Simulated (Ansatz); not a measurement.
GaAs: pressure against volume per atom

Periodic Kohn-Sham DFT of a crystal at fixed atoms; pressure and stress are positive in compression; the energy is the free energy less that of spherical unpolarised free atoms; site moments are those in the method's own spheres, positive along +z. The results are calculated, by Ansatz 0.2.0.

Cell of the first row (space group F-43m, No. 216):
```
GaAs
1.0
      0.0000     2.7691     2.7691
      2.7691     0.0000     2.7691
      2.7691     2.7691     0.0000
Ga As
1 1
Direct
  0.00000 0.00000 0.00000
  0.75000 0.75000 0.75000
```

Settings of every row: method all-electron PAW; functional PBE; relativity scalar; k mesh 11x11x11; filling fermi-dirac; smearing width 0.05 eV; nucleus gaussian.

Atom start moment: 0 on all atoms.

Limits of some rows: small gap, it may come from the mesh (row 6, 7).

```
row  volume per atom (Å³)  pressure (GPa)
  1                21.234           8.673
  2                21.686            6.68
  3                22.138           4.893
  4                22.364               ?
  5                22.815           2.555
  6                23.041           1.857
  7                23.493           0.572
```

Question: what pressure should row 4 give?

Worked fit of pressure. Take u = (V_r/V)^(2/3) − 1 with V_r = 22.477 Å³ an atom, which is twice the finite (Eulerian) strain; such expansions in the strain, on which the Birch-Murnaghan equation of state is built, carry the rest volume and the bulk modulus. The shown rows have u = 0.03865, 0.02417, 0.01018, -0.0099, -0.01639, -0.02904. Least squares give pressure = 3.6744 + 116.27 × u + 330.51 × u² + 190 × u³ GPa; a parabola predicts inner rows, each left out in turn, worse (root mean square 0.0025 against 0.00095 GPa). The rows lie off it by 0.000, 0.000, 0.001, -0.001, 0.000, 0.000. The withheld row has u = 0.00337, so the fit gives 3.6744 + 116.27 × (0.00337) + 330.51 × (0.00337)² + 190 × (0.00337)³ = 4.070 GPa.

The calculation gave 4.073 GPa. The fit lies 0.003 GPa (0.037 % of the column's range) below it; its largest miss of a shown row is 0.001 GPa.
